An indirect band gap is the smallest of several distances, so its course under strain can be estimated by counting the candidates. In monolayer PtSe₂ two valence tops and two conduction valleys compete, which makes four possible distances. To a first approximation each distance changes in proportion to the strain, along its own straight line. The gap follows whichever line is lowest, and the lowest of several straight lines can only bend downwards at a crossing. In this picture the slope of the gap can only decrease from strong compression to strong tension. The signs of the slopes must come from the calculations: here the gap rises steeply, rises gently and then falls. The lines are only roughly straight: with spin-orbit coupling the gap gains 0.039, 0.031 and 0.022 eV in the three steps from −1 to +2 %, although its valence edge stays at the same point throughout.

Indirect band gaps of monolayer 1T-PtSe2 under equal in-plane strain, from Ansatz 0.2.0 (plane-wave PAW, non-magnetic); SOC is spin-orbit coupling. Strain is counted from the r2SCAN cell (a = 3.703 Å), with atoms relaxed in r2SCAN, and gap changes from the unstrained sheet at the same level. The k mesh is 12×12×1, or 6×6×1 for HSE06.

```
functional  strain (%)  band gap (eV)  band gap change (eV)
     HSE06          -4          1.586                -0.350
     HSE06          -3          1.725                -0.211
     HSE06          -2          1.842                -0.094
     HSE06          -1          1.895                -0.041
     HSE06           1          1.969                 0.032
     HSE06           2          1.918                -0.018
     HSE06           3          1.811                -0.125
     HSE06           4          1.706                -0.231
       PBE          -4          1.044                -0.325
       PBE          -3          1.173                -0.196
       PBE          -2          1.272                -0.097
       PBE          -1          1.325                -0.043
       PBE           1          1.387                 0.018
       PBE           2          1.317                -0.051
       PBE           3          1.238                -0.130
       PBE           4          1.156                -0.213
    r2SCAN          -4          1.236                -0.357
    r2SCAN          -3          1.367                -0.226
    r2SCAN          -2          1.493                -0.100
    r2SCAN          -1          1.552                -0.041
    r2SCAN           1          1.599                 0.006
    r2SCAN           2          1.519                -0.075
    r2SCAN           3          1.430                -0.163
    r2SCAN           4          1.338                -0.255
r2SCAN+SOC          -4          1.057                -0.358
r2SCAN+SOC          -3          1.186                -0.229
r2SCAN+SOC          -2          1.311                -0.104
r2SCAN+SOC          -1          1.376                -0.039
r2SCAN+SOC           1          1.446                 0.031
r2SCAN+SOC           2          1.468                 0.053
r2SCAN+SOC           3          1.405                -0.010
r2SCAN+SOC           4          1.322                -0.093
```

The strain here stretches or squeezes the sheet equally along both in-plane directions. The column "band gap change" is the total change from the unstrained sheet. Compression lowers the gap at each of the four levels of theory, and each further percent costs more than the one before. Tension first raises the gap slightly and then lowers it.

Three slopes and the strains at which they change are enough for a working rule. With s for the strain in percent and t for the strain at which the gap turns, the change in eV is

- 0.04 s, for s between −2 and t;
- −0.08 + 0.13 (s + 2), for s below −2;
- 0.04 t − 0.09 (s − t), for s above t.

The turn t is 1 without spin-orbit coupling and 2 with it.

PBE at −4 % shows the rule at work. The first two percent of compression cost 2 × 0.04 eV and the next two cost 2 × 0.13 eV, together 0.34 eV. Taken from the unstrained PBE gap of 1.369 eV, this leaves 1.03 eV, where the calculation gives 1.044 eV.

For r2SCAN at +3 % without spin-orbit coupling, the first percent adds 0.04 eV and the next two remove 2 × 0.09 eV. The net change is −0.14 eV, and the unstrained gap of 1.593 eV shrinks to 1.45 eV. The calculated gap is 1.430 eV. Both rows were among those from which the constants were read, so they illustrate the rule and do not test it.

The kink near −2 % belongs to the conduction band. In r2SCAN the conduction edge rises by 0.02 eV from −3 to −2 % and then falls by 0.04 eV over the next percent, while the valence edge moves on by about −0.10 eV in both steps. The lowest valley has changed: at −4 % it lies between Γ, the centre of the Brillouin zone, and K, whereas near zero strain it lies between Γ and M. At −2 % the lowest conduction level found is a point of the regular k mesh, which may miss the exact bottom of the valley, so the reversal is better established than the exact strain at which it happens.

The turn under tension belongs to the valence band. Close to zero strain the highest filled level lies at Γ or very near it; on stretching, a second top farther out towards K takes over. HSE06 at +3 % shows both at once. There the Γ level lies 0.19 eV below the outer top, and a gap measured from Γ would have grown by 0.07 eV since zero strain. The real gap has shrunk by 0.125 eV, because it now starts from the outer top.

A chain of p orbitals that point along the chain suggests why stretching pushes the Γ level down against the outer top and the conduction valley. At the centre of its zone all orbitals have the same phase, so the positive lobe of each faces the negative lobe of the next. This is the antibonding top of the band, and it sinks when the atoms move apart. The Γ level of PtSe₂ is expected to consist mainly of in-plane selenium p orbitals, although the outputs used here do not resolve its make-up, and it should then behave in the same way. The chain has neither platinum d orbitals nor a second top, so it gives the direction of this one shift and not the slope of the gap.

The choice of functional matters much more for the gap itself than for its change under compression. The unstrained gaps run from 1.37 eV in PBE, which usually makes gaps too small, to 1.94 eV in HSE06. At −3 %, however, the four gap changes agree within 0.033 eV. A cheap level can thus supply the change under compression and a better one the starting gap. The atomic positions were relaxed with r2SCAN throughout, so this agreement compares electronic levels at equal structures.

Under tension the levels part, and at +3 % their gap changes spread over 0.153 eV. The main reason is that the turn comes later with spin-orbit coupling. Without this coupling the top level at Γ is a degenerate pair; the coupling splits the pair and lifts its upper half, as is usual for p levels of a heavy atom. The lifted level then stays above the outer top over a longer stretch. In the spin-orbit runs Γ is still the valence edge at +2 %, and the outer top has taken over at +3 %.

The size of the delay follows from the same picture. Spin-orbit coupling lowers the r2SCAN gap by 0.178 eV at zero strain, where the gap starts near Γ, but by only 0.016 eV at +4 %, where it starts from the outer top. The coupling has therefore raised Γ against the outer top by about 0.16 eV. With the rule's slopes the two tops approach each other by 0.04 + 0.09 = 0.13 eV per percent, so the turn should move by about 1.2 %. The edge energies of the spin-orbit runs give a slower approach, about 0.10 eV per percent, and hence a delay of about 1.6 %. The runs themselves put the delay above 1 %, because r2SCAN has left Γ before +1 % while the spin-orbit edge is still there at +2 %. The whole-percent turns of the rule are thus rough, and since these gaps also helped to set them, the agreement shows consistency only. The argument carries over to a neighbouring case: whatever lifts the Γ level against its competitor delays the turn.

Over the 32 rows the rule misses the calculated change by 0.017 eV (root mean square), and 24 rows lie within 0.02 eV. A least-squares fit of the three slopes to the same rows, with the kinks held in place, returns nearly the same constants. A single parabola for all levels misses by 0.037 eV, since one curve cannot turn at different strains for different levels. The comparison favours the rule, which treats the spin-orbit rows apart; a separate parabola for those rows would be expected to close most of the difference. The case for kinks rests on the band edges and not on the smaller miss. The printed output after this text gives the fits in full.

The largest miss, 0.034 eV, is r2SCAN at +1 %, where the rule expects a rise of 0.04 eV and the calculation finds almost none. In r2SCAN the valence edge has left Γ before +1 %: there it lies 0.023 eV above every level of the regular mesh, which includes Γ, against 0.001 eV at zero strain. The gap is already falling, and the rule stays too high in all four stretched r2SCAN rows. The regular mesh alone misses the crest of the outer top and gives a rise of 0.024 eV instead of 0.006 eV, so the size of so small a change depends on how the edges are sought. Close to the turn, the rule should be used to say that the gap hardly moves.

HSE06 strains the rule in another way. It turns somewhat later than +1 %, so at +2 % its gap has dropped by only 0.018 eV instead of the estimated 0.05 eV, and it then falls faster than 0.09 eV per percent. Its k mesh is coarser, and the extra points at which its band edges were sought had been located with PBE. The true HSE06 edges may lie slightly elsewhere, and part of this difference may come from that.

At −2 % the rule gives a loss of 0.08 eV, where all four levels lose between 0.094 and 0.104 eV, so it understates moderate compression. Compression lowers the gap from the start, whereas tension lowers it only some way beyond the turn. With spin-orbit coupling, tension up to 2 % leaves the gap slightly larger than in the unstrained sheet.

The rule covers equal in-plane strain between −4 and +4 %, counted from the r2SCAN lattice constant of 3.703 Å. Beyond that range another valley or top may become the lowest distance and add a further kink. Within it, one question stays open. HSE06 turns later than r2SCAN, and spin-orbit coupling delays the turn in r2SCAN; do the two delays add when the hybrid functional and the coupling are used together, so that the gap keeps growing beyond +2 %?

The analysis program printed:

```
Unstrained gap, HSE06 (eV): 1.936
Unstrained gap, PBE (eV): 1.369
Unstrained gap, r2SCAN (eV): 1.593
Unstrained gap, r2SCAN with spin-orbit (eV): 1.415
Spread of gap change over the four levels at -3 % (eV): 0.033
Spread of gap change over the four levels at +3 % (eV): 0.153
Rule, gap change, PBE at -4 % (eV): -0.34
Rule, gap, PBE at -4 % (eV): 1.029
Rule, gap change, r2SCAN at +3 % (eV): -0.14
Rule, gap, r2SCAN at +3 % (eV): 1.453
Rms miss of the rule, all rows (eV): 0.01696
Largest miss of the rule, all rows (eV): 0.034
Rows of 32 that the rule meets within 0.02 eV: 24
Largest miss in stretched spin-orbit rows if the turn is put at +1 % (eV): 0.137
Lowering of the r2SCAN gap by spin-orbit, unstrained (eV): 0.1781
Lowering of the r2SCAN gap by spin-orbit at +4 % (eV): 0.016
r2SCAN conduction edge, step from -3 to -2 % (eV): 0.02321
r2SCAN conduction edge, step from -2 to -1 % (eV): -0.03774
r2SCAN valence edge, step from -3 to -2 % (eV): -0.1032
r2SCAN valence edge, step from -2 to -1 % (eV): -0.0961
HSE06 at +3 %, depth of the top Gamma level below the valence edge (eV): 0.1938
HSE06, change from 0 to +3 % of the gap measured from Gamma (eV): 0.06877
Factor in intrinsic carrier density at 300 K for the rule's change at -2 %, masses fixed: 4.699
fit of band_gap_change on 32 rows: coefficient of mid 0.04131 +/- 0.0029, coefficient of low 0.1325 +/- 0.0052, coefficient of high -0.09073 +/- 0.0029; rms 0.0166, worst r2SCAN 0.0353, leave-one-out rms 0.0183
fit of band_gap_change on 32 rows: coefficient of strain 0.01897 +/- 0.0024, coefficient of strain**2 -0.01714 +/- 0.00071; rms 0.0366, worst r2SCAN+SOC -0.105, leave-one-out rms 0.0403
```
